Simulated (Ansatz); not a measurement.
Crystal: GaN.

```
Ga N
1.0
     0.00000    2.13524    2.13524
     2.13524    0.00000    2.13524
     2.13524    2.13524    0.00000
Ga N
1 1
Direct
  0.00000 0.00000 0.00000
  0.50000 0.50000 0.50000
```

Measurements of this composition are mostly on another form, of space group No. 186.

Program: Ansatz 0.2.0. Alike in all runs: task single point; potentials or basis all-electron PAW datasets made for the crystal; no spin polarisation; cell as given; k mesh 6 × 6 × 6; smearing fermi-dirac 0.05 eV; the mesh is coarse, so values aren't converged.

Problem. Order these runs on this cell by their band gap on the k mesh, lowest first.
A. level HSE06; cutoff (eV) 430
B. level PBE0; cutoff (eV) 430
C. level PBE; cutoff (eV) 380

Solution. C (0.39 eV), A (1.63 eV), B (2.33 eV).

Caveats: all runs use coarse meshes.

A k mesh can miss the band edges.
